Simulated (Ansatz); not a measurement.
LiCl:

```xyz
2
Lattice="0.0000 2.5648 2.5648 2.5648 0.0000 2.5648 2.5648 2.5648 0.0000" Properties=species:S:1:pos:R:3 pbc="T T T"
Cl    2.5648    2.5648    2.5648
Li    0.0000    0.0000    0.0000
```

Base run:

```yaml
Program: Ansatz 0.2.0
Functional: PBE
Potentials_or_basis: all-electron LAPW, scalar-relativistic
Cutoff: 161 eV (chosen from the basis error)
Basis_error_allowed: 0.001 eV/atom
k_mesh: 9 × 9 × 9
Occupations: gaussian, width 0.022 eV
Spin: no spin polarisation
```

Its results: band gap on the k mesh 6.33 eV, direct; pressure 0.4 GPa.

Q: The run is repeated on the same cell with these changes: functional from PBE to LDA; occupations from gaussian, width 0.022 eV to fermi-dirac, width 0.05 eV. What comes out?

A: Band gap on the k mesh 5.99 eV, direct; pressure -3.2 GPa.

Caveats: an odd mesh through Γ misses points on the zone boundary, where band edges often lie (some runs).
